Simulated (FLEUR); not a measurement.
# Al (Im-3m) in FLEUR: further runs

One crystal, Al, is run at these levels: PBE; tasks: single point.

Everything below comes from runs of FLEUR MaX-R8.1 (later development tree). Logs are shortened: lines on timing, memory, paths and dates and some standing lists are left out, and cuts for length are marked.

### Step 1. Starting point

Symmetry: Im-3m, No. 229, cubic system. Conventional cell: a = 3.182 Å, b = 3.182 Å, c = 3.182 Å, α = 90.00°, β = 90.00°, γ = 90.00°. Al (site symmetry m-3m) is surrounded by 8 Al at 2.76 Å.

This isn't the form of Al at room conditions, which is fcc.

### Step 2. Single point, PBE

File inp.xml:

```xml
<?xml version="1.0" encoding="UTF-8" standalone="no"?>
<fleurInput fleurInputVersion="0.39">
   <comment>
      Al                                                                                                  
   </comment>
   <calculationSetup>
      <cutoffs Kmax="3.8" Gmax="11.8" GmaxXC="11.8" numbands="0"/>
      <scfLoop itmax="60" minDistance="0.00001" maxIterBroyd="15" imix="Anderson" alpha="0.05" precondParam="0.0" spinf="2.0" sdNocoIR="T"/>
      <coreElectrons ctail="T" frcor="F" kcrel="0" coretail_lmax="0"/>
      <xcFunctional name="pbe" relativisticCorrections="F"/>
      <magnetism jspins="1"/>
      <soc l_soc="F" theta="0.0" phi="0.0" spav="F"/>
      <expertModes spex="0" secvar="F"/>
      <geometryOptimization l_f="T" forcealpha="1.0" forcemix="BFGS" epsdisp="0.0005" epsforce="0.0002"/>
      <ldaU l_linMix="F" mixParam="0.05" spinf="1.0"/>
   </calculationSetup>
   <cell>
      <bzIntegration valenceElectrons="11.0" mode="hist" fermiSmearingEnergy="0.00183747">
         <kPointListSelection listName="default-1"/>
         <!-- k-points included here -->
         <xi:include xmlns:xi="http://www.w3.org/2001/XInclude" href="kpts.xml"> </xi:include>
      </bzIntegration>
      <!-- symmetry operations included here -->
      <xi:include xmlns:xi="http://www.w3.org/2001/XInclude" href="sym.xml"> </xi:include>
      <bulkLattice scale="1.0">
         <bravaisMatrix>
            <row-1>   -3.0069675284447888     3.0069675284447888     3.0069675284447888</row-1>
            <row-2>    3.0069675284447888    -3.0069675284447888     3.0069675284447888</row-2>
            <row-3>    3.0069675284447888     3.0069675284447888    -3.0069675284447888</row-3>
         </bravaisMatrix>
      </bulkLattice>
   </cell>
   <atomSpecies>
      <species name="Aluminum (Al)" element="Al" atomicNumber="13">
         <mtSphere radius="2.36" gridPoints="797" logIncrement="0.014"/>
         <atomicCutoffs lmax="10" lnonsphr="8"/>
         <electronConfig flipSpins="F">
            <coreConfig>(1s1/2)</coreConfig>
            <valenceConfig>(2s1/2) (2p1/2) (2p3/2) (3s1/2) (3p1/2) (3p3/2)</valenceConfig>
            <stateOccupation state="(3p1/2)" spinUp="0.166667" spinDown="0.166667"/>
            <stateOccupation state="(3p3/2)" spinUp="0.333333" spinDown="0.333333"/>
         </electronConfig>
         <energyParameters s="3" p="3" d="3" f="4"/>
         <lo type="SCLO" l="0" n="2" eDeriv="0"/>
         <lo type="SCLO" l="1" n="2" eDeriv="0"/>
         <lo type="SCLO" l="2" n="3" eDeriv="2"/>
         <lo type="SCLO" l="3" n="4" eDeriv="2"/>
      </species>
   </atomSpecies>
   <atomGroups>
      <atomGroup species="Aluminum (Al)">
         <relPos label="                   1">.0000000000 .0000000000 .0000000000</relPos>
         <force calculate="T" relaxXYZ="TTT"/>
      </atomGroup>
   </atomGroups>
   <output dos="F" band="F" slice="F">
      <checks vchk="F" cdinf="F"/>
      <bandDOS minEnergy="-.5*Htr" maxEnergy="0.5*Htr" sigma="0.015" storeEVData="T"/>
      <vacuumDOS vacdos="F" integ="F" star="F" nstars="0" locx1="0.0" locy1="0.0" locx2="0.0" locy2="0.0" nstm="0" tworkf="0.0"/>
      <unfoldingBand unfoldBand="F" supercellX="1" supercellY="1" supercellZ="1"/>
      <plotting iplot="0" polar="F">
         <plot TwoD="T" vec1="  1.0  0.0  0.0" vec2="  0.0  1.0  0.0" vec3="  0.0  0.0  1.0" zero="  0.0  0.0  0.0" file="plot"/>
      </plotting>
      <chargeDensitySlicing numkpt="0" minEigenval="0.0" maxEigenval="0.0" nnne="0" pallst="F"/>
      <specialOutput eonly="F"/>
      <moessbauerParams electricFieldGradient="T" isomerShift="T" coreHyperfine="T" valenceHyperfine="T"/>
      <magneticCircularDichroism mcd="F" energyLo="-10.0" energyUp="0.0"/>
   </output>
  <!-- We include the file relax.xml here to enable relaxations (see documentation) -->
  <xi:include xmlns:xi="http://www.w3.org/2001/XInclude" href="relax.xml"> <xi:fallback/> </xi:include>
</fleurInput>
```

File crystal.txt:

```
Al
&input cartesian=F /
-1.5912186900  1.5912186900  1.5912186900
1.5912186900  -1.5912186900  1.5912186900
1.5912186900  1.5912186900  -1.5912186900
1.8897261246
1.0 1.0 1.0

1
13 0.0000000000  0.0000000000  0.0000000000

&kpt div1=12 div2=12 div3=12 gamma=T /
```

Potentials or basis: all-electron, FLAPW.

On the command line:

```bash
$ inpgen -f crystal.txt -profile fastHighL
$ # inp.xml edited to the form shown
$ fleur_MPI
```

Log:

```text
Welcome to FLEUR        (www.flapw.de)
      MaX-Release 8.1          (www.max-centre.eu)

 ========== k-point set info ==========
 Selected k-point list: default-1
 k-point list type: mesh
 12 x 12 x 12
 Number of k points: 72

 ------------Calculation Setup---------------------------
 Number of MPI-tasks      :            1
 Number of PE/node        :            1
 Number of OMP-threads    :            1
 Most efficient MPI parallelization for:
           1           2           3           4           6           8           9          12          18          24          36          72
 Additional eigenvalue parallelization possible
 Number of basis functions:          144
 Approximate size of matrices (H+S) per k-point:         0.000 GB
 --------------------------------------------------------
 Iteration:     1   Distance:       3.61089915 me/bohr^3
 Iteration:     2   Distance:       3.41071469 me/bohr^3
 Iteration:     3   Distance:       1.05191872 me/bohr^3
 Iteration:     4   Distance:       0.15994319 me/bohr^3
 Iteration:     5   Distance:       0.07665725 me/bohr^3
 Iteration:     6   Distance:       0.00524329 me/bohr^3
 Iteration:     7   Distance:       0.01099039 me/bohr^3
 Iteration:     8   Distance:       0.00013194 me/bohr^3
 Iteration:     9   Distance:       0.00003316 me/bohr^3
 Iteration:    10   Distance:       0.00000303 me/bohr^3

 ********************************************************************
 Run finished successfully
 Stop message:
   Structural relaxation: Done
 ********************************************************************
```

out.xml (last iteration):

```text
<iteration numberForCurrentRun="   11" overallNumber="   11">
         <energyParameters units="Htr">
            <atomicEP atomType="1" spin="1" branch="3s" branchLowest="-3.51" branchHighest="1.13" value="0.0653908239"/>
            <atomicEP atomType="1" spin="1" branch="3p" branchLowest="-2.09" branchHighest="1.55" value="0.2220286788"/>
            <atomicEP atomType="1" spin="1" branch="3d" branchLowest="-9.99" branchHighest="1.88" value="0.4001985335"/>
            <atomicEP atomType="1" spin="1" branch="4f" branchLowest="-9.99" branchHighest="3.63" value="0.5678896235"/>
            <loAtomicEP atomType="1" spin="1" branch="2s" branchLowest="-55.06" branchHighest="-3.51" value="-3.5120997719"/>
            <loAtomicEP atomType="1" spin="1" branch="2p" branchLowest="-9.99" branchHighest="-2.09" value="-2.0960133521"/>
            <loAtomicEP atomType="1" spin="1" branch="3d" branchLowest="-9.99" branchHighest="1.88" value="0.4001980570"/>
            <loAtomicEP atomType="1" spin="1" branch="4f" branchLowest="-9.99" branchHighest="3.63" value="0.5678927099"/>
         </energyParameters>
         <eigenvalues>
            <eigenvaluesAt spin="1" ikpt="1" k_x="0.00000000" k_y="0.00000000" k_z="0.00000000">
                      -3.5122222441       -2.0955545486       -2.0955545486       -2.0955545486       -0.1270581658
                       0.7805668736        0.7805668736        0.7805668736        0.8436772220
            </eigenvaluesAt>
            <eigenvaluesAt spin="1" ikpt="2" k_x="0.00000000" k_y="0.00000000" k_z="0.08333333">
                      -3.5122136850       -2.0956182784       -2.0955780043       -2.0955534639       -0.1195923400
                       0.7013976184        0.7390249735        0.7524159293        0.8118450805
            </eigenvaluesAt>
            <eigenvaluesAt spin="1" ikpt="3" k_x="0.00000000" k_y="0.00000000" k_z="0.16666667">
                      -3.5121902043       -2.0957916248       -2.0956424351       -2.0955510349       -0.0972644038
                       0.5740216510        0.6880676769        0.7021144521        0.7615859574
            </eigenvaluesAt>
            <eigenvaluesAt spin="1" ikpt="4" k_x="0.00000000" k_y="0.00000000" k_z="0.25000000">
                      -3.5121584248       -2.0960292618       -2.0957306790       -2.0955476364       -0.0602776147
                       0.4484260718        0.6473655010        0.6564263458        0.7184237744
            </eigenvaluesAt>
         </eigenvalues>
         <bandgap value="0.0447635227" units="eV"/>
         <sumValenceSingleParticleEnergies value="-19.2277680941" units="Htr"/>
         <FermiEnergy value="0.2874466312" units="Htr"/>
         <valenceDensity>
            <mtCharges spin="1">
               <mtCharge atomType="1" total="9.5490118" s="2.7337725" p="6.6691636" d="0.1373156" f="0.0082100"/>
            </mtCharges>
            <spinDependentCharge spin="1" total="11.0000000" interstitial="1.4509882" mtSpheres="9.5490118"/>
            <totalCharge value="11.0000000000"/>
         </valenceDensity>
         <coreStates atomType="     1" atomicNumber=" 13" spin="1" kinEnergy="    159.3059299709" eigValSum="   -110.1271632299" lostElectrons=" 0.000000">
            <state n="1" l="0" j="0.5" energy="-55.0635816150" weight="1.0000000000"/>
         </coreStates>
         <allElectronCharges>
            <spinDependentCharge spin="1" total="13.0000000" interstitial="1.4509882" mtSpheres="11.5490118"/>
            <totalCharge value="13.0000000002"/>
         </allElectronCharges>
         <moessbauerParams unitsHFF="kG" unitsIS="e/bohr^3" unitsEFG="Htr/bohr^2">
            <coreIsomerShift atomType="1" isTotal="1403.13610">
               <shell n="1" l="0" isomerShift="1403.13610"/>
            </coreIsomerShift>
            <isomerShift atomType="1" nucleusRadius="0.0000708" averageDensity="1502.38836"/>
            <electricFieldGradient atomType="1" VXX="0.00000" VYY="0.00000" VZZ="0.00000" asymParam="0.00000">
            </electricFieldGradient>
         </moessbauerParams>
         <totalEnergy                                    value="     -242.8179777913" units="Htr">
            <sumOfEigenvalues                            value="     -129.3549313240">
               <coreElectrons value="-110.1271632299"/>
               <valenceElectrons value="-19.2277680941"/>
            </sumOfEigenvalues>
            <densityCoulombPotentialIntegral value="-348.6209714673"/>
            <densityEffectivePotentialIntegral value="-372.6872219952"/>
            <chargeDenXCDenIntegral value="-18.6447539954"/>
            <FockExchangeEnergyValence value="0.0000000000"/>
            <FockExchangeEnergyCore value="0.0000000000"/>
            <atomTypeDependentContributions atomType="1">
               <electronNucleiInteractionDifferentMTs value="287.7914248594"/>
               <MadelungTerm value="-5.4036038740"/>
            </atomTypeDependentContributions>
            <tkbTimesEntropy value="0.0001511258"/>
            <freeEnergy value="-242.8181289170"/>
            <extrapolationTo0K value="-242.8180533541"/>
         </totalEnergy>
         <totalForcesOnRepresentativeAtoms units="Htr/bohr">
            <forceTotal atomType="1" x="0.000000" y="0.000000" z="0.000000" F_x="0.00000000" F_y="0.00000000" F_z="0.00000000"/>
         </totalForcesOnRepresentativeAtoms>
      </iteration>
```

Wall time 13 s (1 thread of Arm Neoverse V1, shared host); peak memory 0.06 GiB.

Results:

| Item | Value |
| --- | --- |
| Free energy | -6607.4179 eV |
| Band gap on the k mesh | none (metal or under the smearing width) |
| Valence electrons inside the program's atomic spheres | Al 9.55 (radii Al 2.36 bohr) |

Core levels (eV from the Fermi level):
```csv
atom,levels
1 Al,1s1/2 -1506.2
```

### Step 3. Single point, PBE (cell strained at random at fixed volume)

Edit inp.xml of step 2 so:

```diff
@@ -26,5 +26,5 @@
          <bravaisMatrix>
-            <row-1>   -3.0069675284447888     3.0069675284447888     3.0069675284447888</row-1>
-            <row-2>    3.0069675284447888    -3.0069675284447888     3.0069675284447888</row-2>
-            <row-3>    3.0069675284447888     3.0069675284447888    -3.0069675284447888</row-3>
+            <row-1>   -3.2105501993891696     2.9561099150685273     3.0250698008074304</row-1>
+            <row-2>    3.0820544920947439    -2.9912644901644612     2.9317286686089381</row-2>
+            <row-3>    3.1376370065976036     2.9183512973728947    -3.0602243759033647</row-3>
          </bravaisMatrix>
@@ -34,4 +34,4 @@
       <species name="Aluminum (Al)" element="Al" atomicNumber="13">
-         <mtSphere radius="2.36" gridPoints="797" logIncrement="0.014"/>
-         <atomicCutoffs lmax="10" lnonsphr="8"/>
+         <mtSphere radius="2.36" gridPoints="777" logIncrement="0.015"/>
+         <atomicCutoffs lmax="9" lnonsphr="7"/>
          <electronConfig flipSpins="F">
```

File crystal.txt:

```
Al
&input cartesian=F /
-1.6989500000  1.5643060000  1.6007980000
1.6309530000  -1.5829090000  1.5514040000
1.6603660000  1.5443250000  -1.6194010000
1.8897261246
1.0 1.0 1.0

1
13 -0.0006930000  0.0123870000  0.0058490000

&kpt div1=12 div2=12 div3=12 gamma=T /
```

Potentials or basis: all-electron, FLAPW.

On the command line:

```bash
$ inpgen -f crystal.txt -profile fastHighL
$ # inp.xml edited to the form shown
$ fleur_MPI
```

Run time: 3.4 min. Hardware: 1 thread of Arm Neoverse V1, shared host; peak memory 0.08 GiB.

The run converged. Its results:

```
Free energy                                           : -6607.4163 eV
Band gap on the k mesh                                : none (metal or under the smearing width)
Valence electrons inside the program's atomic spheres : Al 9.55 (radii Al 2.36 bohr)
```

Levels at points of the mesh, in eV from the Fermi level:
| k point | band 5 | band 6 | band 7 | band 8 | band 9 |
| --- | --- | --- | --- | --- | --- |
| (0.00, 0.00, 0.00) | -11.29 | 12.65 | 13.09 | 14.04 | 14.29 |
| (0.00, 0.00, 0.50) | -4.33 | -3.72 | 8.27 | 8.46 | 10.38 |
| (0.00, 0.50, 0.00) | -4.32 | -3.69 | 8.43 | 8.76 | 10.57 |
| (0.00, 0.50, 0.50) | -4.29 | -3.68 | 7.44 | 7.54 | 9.92 |
| (0.50, 0.00, 0.00) | -4.17 | -3.43 | 7.61 | 7.63 | 9.35 |
| (0.50, 0.00, 0.50) | -4.69 | -4.49 | 8.90 | 9.11 | 11.14 |
| (0.50, 0.50, 0.00) | -4.55 | -4.19 | 8.49 | 8.52 | 10.86 |
| (0.50, 0.50, 0.50) | 0.98 | 2.24 | 2.54 | 2.62 | 3.23 |

Core levels (eV from the Fermi level):
```csv
atom,levels
1 Al,1s1/2 -1506.2
```
